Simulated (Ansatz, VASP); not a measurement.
**One calculation of HgTe, two programs**

```
Hg Te
1.0
     0.00000    3.00614    3.00614
     3.00614    0.00000    3.00614
     3.00614    3.00614    0.00000
Hg Te
1 1
Direct
  0.00000 0.00000 0.00000
  0.50000 0.50000 0.50000
```

Alike in both runs: functional r2SCAN; k mesh 10 × 10 × 10; occupations fermi-dirac, width 0.1 eV; no spin polarisation.

Ansatz relaxed the structure, and its values are those at the end. VASP's run is a single point on that final structure, the one shown.

|  | VASP | Ansatz |
| --- | --- | --- |
| version | VASP 6.6.1 | Ansatz 0.2.0 |
| potentials or method | VASP PAW PBE potentials, release 64 (Hg, Te) | PAW plane waves |
| plane-wave cutoff (eV) | 520 | 500 |
| valence electrons in the cell | 18 | 36 |

VASP gave:

```
pressure (GPa) : 2.5
```

Task: What did Ansatz give for the same quantities?

Result: Pressure (GPa): 2.3.

With one functional, cell and mesh, what is left measures potentials, basis and numerics. The two sets of potentials don't hold the same shells in valence. Ansatz warned: «stress_scf_threshold_loose».

Caveats: the PAW data sets were made with another functional, which shifts forces and pressure a little (VASP). The runs have no spin-orbit coupling, so splittings on Hg, Te are missing.
